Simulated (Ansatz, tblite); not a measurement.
## A script for ZrO2 (GFN2-xTB)

These are simulated results from tblite 0.8.0, not measurements. The cell began as a measured structure and was relaxed with r2SCAN in plane waves (Ansatz 0.2.0). All runs are without spin polarisation.

It is cubic, Fm-3m (No. 225); conventional cell a = 5.089 Å, 10.99 Å³ an atom. Zr is surrounded by 8 O at 2.20 Å; O is surrounded by 4 Zr at 2.20 Å.

tblite solves periodic systems at the zone centre alone, so the script builds a cluster of 2×2×2 conventional cells (96 atoms), which folds in a coarse mesh of k points.

The script, run.py:

```python
import json
from ase import Atoms
from ase.build import make_supercell
from ase.units import Bohr, GPa, Hartree
from tblite.interface import Calculator

atoms = Atoms(['Zr', 'O', 'O'],
              cell=[[-0.0, 2.544714, 2.544714], [2.544714, 0.0, 2.544714], [2.544714, 2.544714, -0.0]],
              scaled_positions=[[-0.0, 0.0, 0.0], [0.25, 0.25, 0.25], [0.75, 0.75, 0.75]],
              pbc=True)
cluster = make_supercell(atoms, [[-2, 2, 2], [2, -2, 2], [2, 2, -2]])
calc = Calculator('GFN2-xTB', cluster.numbers, cluster.positions / Bohr, lattice=cluster.cell[:] / Bohr, periodic=cluster.pbc)
calc.set('temperature', 0.02 / Hartree)
calc.set('max-iter', 150)
res = calc.singlepoint()
levels = res.get('orbital-energies') * Hartree
nv = round(res.get('orbital-occupations').sum() / 2)
cells = len(cluster) // len(atoms)
out = {'energy_per_cell': res.get('energy') * Hartree / cells, 'homo': levels[nv - 1], 'lumo': levels[nv],
       'stress': (-res.get('virial') * Hartree / cluster.get_volume() / GPa).tolist(), 'charges': res.get('charges')[:len(atoms)].tolist(), 'electrons': 2 * nv / cells}
json.dump(out, open('results.json', 'w'))
for key, value in out.items():
    print(key, value)
```

Command: `python run.py`. It took 14 s on 1 thread of Arm Neoverse V1, on a shared host, peak memory 0.13 GiB.

What it printed:

```
------------------------------------------------------------
  cycle        total energy    energy error   density error
------------------------------------------------------------
      1     -284.1544133355  -2.8466362E+02   5.5028876E-01
      2     -142.0066168680   1.4214780E+02   1.2584608E+00
      3     -293.7035294873  -1.5169691E+02   4.1293990E-01
      4     -310.5901934768  -1.6886664E+01   1.1109375E-01
      5     -311.8536723861  -1.2634789E+00   1.9503782E-02
      6     -311.8645139591  -1.0841573E-02   1.2342937E-02
      7     -311.8839273459  -1.9413387E-02   2.9468880E-04
      8     -311.8837585355   1.6881037E-04   1.1566805E-03
      9     -311.8836857190   7.2816474E-05   1.4178208E-03
     10     -311.8839187090  -2.3299001E-04   3.9880303E-04
     11     -311.8839346868  -1.5977751E-05   1.7984178E-04
     12     -311.8839387015  -4.0147338E-06   2.3015098E-05
     13     -311.8839387682  -6.6640439E-08   1.1388780E-06
------------------------------------------------------------

 total:                                  13.124 sec
energy_per_cell -265.21232039439474
homo -13.293068054586623
lumo -12.90908257834224
stress [[12.55607607900623, -2.0511411840183883e-06, -2.051140757651168e-06], [-2.0511411847850272e-06, 12.556076079006678, -2.0511487372885496e-06], [-2.0511407578753845e-06, -2.051148737390092e-06, 12.55607607900593]]
charges [0.8665899618742892, -0.43329440147357756, -0.4332904927151493]
electrons 16.0
```

The cycle table is in hartree for the whole cluster, and the lines after it are in eV (the energy for one cell). The printed stress is in GPa and positive in compression, and the pressure is its mean diagonal.

GFN2-xTB gives a gap of 0.38 eV. On the same cell, plane-wave PBE (Ansatz, 8×8×8 k points and the special points) gives a gap of 3.36 eV and r2SCAN a gap of 3.89 eV; on shared hosts these took about 1.4 and 3.5 core-seconds on the 3-atom cell, against 14 for the script. Semilocal gaps usually lie below measured ones. xTB was fitted to molecules, so gaps, charges and pressures of solids can be far off, and the gap also depends on the size of the cluster.

The same script was run on cells scaled at fixed shape and fractional coordinates:

```
volume (Å³/atom)  energy (meV/atom)  pressure (GPa, positive in compression)  gap (eV)
            9.67              183.9                                    34.59      0.17
           10.33               69.4                                    21.73      0.29
           10.99                0.0                                    12.56      0.38
           11.64              -37.3                                     5.74      0.45
           12.30              -50.2                                     0.82      0.50
```

The minimum lies beyond the largest of these volumes.

xTB was fitted mostly to molecules, and a small cluster samples few k points, so gaps, pressures and kinks along a curve can be far from a solid's.
